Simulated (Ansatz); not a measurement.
Al on a P site in AlP

All numbers below come from DFT PBE, scalar-relativistic, plane waves, PAW in Ansatz. (420 eV cutoff, 2×2×2 k-mesh, shifted by half a step, Gaussian smearing of 0.01 eV, collinear spin in charge -1 alone)

Host crystal, relaxed:

```
Al P
1.0
     0.00000    2.75367    2.75367
     2.75367    0.00000    2.75367
     2.75367    2.75367    0.00000
Al P
1 1
Direct
  0.00000 0.00000 0.00000
  0.75000 0.75000 0.75000
```

Supercell of 32 atoms, rows in host cell vectors: 1 -3 1; -3 1 1; 1 1 -3. Atoms relax at the host's cell, keeping the symmetry that the supercell leaves at the site. The cell is small, so energies carry finite-size errors of tenths of an eV. The host's Kohn–Sham gap is 1.63 eV.

Defect: Al on a P site at (0.750, 0.750, 0.750) of the host cell, charge 0.

Problem. Give the relaxed supercell.

Solution.
```xyz
32
Lattice="-5.5073 5.5073 -5.5073 5.5073 -5.5073 -5.5073 -5.5073 -5.5073 5.5073" Properties=species:S:1:pos:R:3 pbc="T T T"
Al   -2.6603   -0.0933   -2.8470
Al   -2.7682   -2.7530   -0.0146
Al   -2.7530   -5.4928    2.7682
Al   -5.6007    2.8470   -2.8470
Al   -2.7682    2.7391   -5.5067
Al   -5.6007   -0.0933    0.0933
Al   -5.5080   -2.7682    2.7682
Al    2.7391   -5.4928   -2.7543
Al   -5.5080   -5.4928   -5.5219
Al   -2.7530   -2.7682   -5.5219
Al   -2.7682   -5.5080   -2.7391
Al    0.0146   -2.7682   -2.7543
Al    2.8470   -2.6603   -5.4140
Al    0.0146   -5.4928    0.0007
Al   -5.4928   -2.7530   -2.7391
Al    0.0146   -0.0007   -5.5219
Al   -4.1305    1.3768   -1.3768
P    -4.1222   -1.4079    1.4079
P    -4.1305   -4.1305    4.1305
P    -1.4079   -1.3458   -6.8758
P    -4.1222    4.1616   -4.1616
P    -1.4079   -4.1222   -4.0995
P    -1.3458   -6.8531   -1.3852
P     1.3768   -4.1305   -1.3768
P     4.1616   -4.1389   -4.0995
P    -4.1389   -1.4079   -4.1616
P    -4.1305   -4.1305   -1.3768
P    -1.3458   -1.4079   -1.3685
P     1.3685   -1.3458   -4.0995
P    -1.4079   -4.1389    1.3458
P    -6.9152   -1.4079   -1.3852
P    -1.3458    1.3852   -4.1616
```
Around the defect: 4 Al at 2.55 Å. The run ended with a moment of 0.00 μB (no spin polarisation).